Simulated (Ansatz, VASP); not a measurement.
One calculation of Ir, two programs

```
CELL_PARAMETERS angstrom
2.57016 0.00000 0.00000
0.00000 2.57016 0.00000
0.00000 0.00000 2.57016
ATOMIC_POSITIONS crystal
Ir 0.00000 0.00000 0.00000
```

Alike in both runs: functional PBE; k mesh 14 × 14 × 14; occupations fermi-dirac, width 0.05 eV; no spin polarisation.

Ansatz relaxed the structure, and its values are those at the end. VASP's run is a single point on that final structure, the one shown.

|  | VASP | Ansatz |
| --- | --- | --- |
| version | VASP 6.6.1 | Ansatz 0.2.0 |
| potentials or method | VASP PAW PBE potentials, release 64 (Ir) | PAW with Ansatz's default frozen-core files, scalar-relativistic |
| plane-wave cutoff (eV) | 520 | 420 |
| valence electrons in the cell | 9 | 17 |

|  | VASP | Ansatz | Ansatz less VASP |
| --- | --- | --- | --- |
| pressure (GPa) | 0.1 | 0.0 | -0.16 |

The functional is the same, so the differences come from potentials, cutoffs and numerics. The two sets of potentials don't hold the same shells in valence.

The runs have no spin-orbit coupling, so splittings on Ir are missing.
